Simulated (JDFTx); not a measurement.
Set up this calculation in JDFTx 1.7.0 (patched build), as the native input.

```yaml
Task: single point
Functional: r2SCAN
Potentials_or_basis: SG15-PBE-1.2 with smoothed tails
Cutoff: 1088 eV
Density_cutoff: 8708 eV
k_mesh: 6 × 6 × 6
Occupations: fermi-dirac, width 0.05 eV
Spin: no spin polarisation
Local_potential_set_to_-Z/r_beyond: 6 bohr
Bands: 15
Density_cutoff_over_wavefunction_cutoff: 8
Max_SCF_steps: 100
SCF_threshold_on_the_energy: 1e-09 Ha
Solver_of_the_electrons: scf
Further_solve_for_the_empty_bands: yes
```

The system is InP.

```
CELL_PARAMETERS angstrom
0.00000 2.93050 2.93050
2.93050 0.00000 2.93050
2.93050 2.93050 0.00000
ATOMIC_POSITIONS crystal
In 0.00000 0.00000 0.00000
P 0.75000 0.75000 0.75000
```

One way to write it, as run:

InP.in

```
lattice \
    0.0000000000     5.5378424082     5.5378424082 \
    5.5378424082     0.0000000000     5.5378424082 \
    5.5378424082     5.5378424082     0.0000000000
coords-type Lattice
ion In     0.0000000000     0.0000000000     0.0000000000 1
ion P      0.7500000000     0.7500000000     0.7500000000 1

ion-species pseudo/In.upf
ion-species pseudo/P.upf
elec-cutoff 40 320
elec-ex-corr mgga-x-r2scan mgga-c-r2scan
kpoint-folding 6 6 6
elec-smearing Fermi 0.0018374661
elec-n-bands 15
electronic-SCF nIterations 100 energyDiffThreshold 1e-09
electronic-minimize nIterations 30 energyDiffThreshold 1e-7
converge-empty-states yes
forces-output-coords Cartesian

dump-name run.$VAR
dump End Ecomponents EigStats BandEigs Kpoints Forces Stress ElecDensity KEdensity
```

Potentials or basis: SG15-PBE-1.2 with smoothed tails.

Command:

```bash
$ jdftx -c 1 -i InP.in -o InP.out
```

Results of the run:

The pressure is 0.3 GPa and the band gap on the k mesh is 0.76 eV, direct.

Caveat: the potentials were made for another functional, which shifts forces and pressure; spin-orbit coupling is left out, which moves the levels of the heavy elements.

Run time: 6.1 min on 1 thread of Arm Neoverse V1, on a shared host, peak memory 0.2 GiB.
